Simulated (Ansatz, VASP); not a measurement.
Sb: VASP beside Ansatz

File INCAR:

```
PREC = Accurate ; ENCUT = 520
EDIFF = 1E-6 ; ISMEAR = -1
SIGMA = 0.05 ; LREAL = False
LASPH = True ; NELM = 60
ALGO = Normal ; ISIF = 2
LWAVE = False ; LCHARG = False
NBANDS = 12
```

The input KPOINTS:

```
regular mesh
0
Gamma
  9 6 6
```

POSCAR

```
Sb
1.0
    3.1224020000      0.0000000000      0.0000000000
    0.0000000000      4.3475180000      0.0000000000
   -0.0389150000      0.0000000000      4.4058520000
Sb
2
Direct
    0.0113890000      0.2500000000      0.2411660000
    0.9886110000      0.7500000000      0.7588340000
```

The input input.yaml:

```yaml
crystal:
  lattice:
    - [3.122402, 0.0, 0.0]
    - [0.0, 4.347518, 0.0]
    - [-0.038915, 0.0, 4.405852]
  atoms:
    - { symbol: Sb, position: [0.011389, 0.25, 0.241166] }
    - { symbol: Sb, position: [0.988611, 0.75, 0.758834] }
kpoints:
  mp_grid: { grid: [9, 6, 6] }
scf:
  occupations: { method: fermi_dirac, width: 0.05 }
hamiltonian:
  xc: lda
  pseudopotentials: { kind: all_electron, lapw: { basis_error: 0.001 } }
output:
  forces: true
  stress: true
  eigenvalues: true
```

Alike in both runs: task single point; functional LDA; k mesh 9 × 6 × 6; occupations fermi-dirac, width 0.05 eV; no spin polarisation.

|  | VASP | Ansatz |
| --- | --- | --- |
| version | VASP 6.6.1 | Ansatz 0.2.0 |
| potentials or method | VASP PAW LDA potentials, release 64 (Sb) | all-electron LAPW, scalar-relativistic |
| plane-wave cutoff (eV) | 520 | see its input |

Ansatz gave:

- gap on the k mesh at the Fermi level (eV): none
- pressure (GPa): -3.3
- largest component of the traceless stress (GPa): 0.38
- rms of the force components (eV/Å): 0.022

Task: Which values does VASP return?

Result: gap on the k mesh at the Fermi level (eV): none; pressure (GPa): -3.2; largest component of the traceless stress (GPa): 0.35; rms of the force components (eV/Å): 0.025.

Atom by atom the forces differ by 0.008 eV/Å (rms over components). A gap of «none» marks a metal or a gap that the smearing closes. Ansatz ran all-electron here, so the differences hold the error of VASP's frozen core and of both bases.

Spin-orbit coupling is left out, which matters for the levels of Sb.
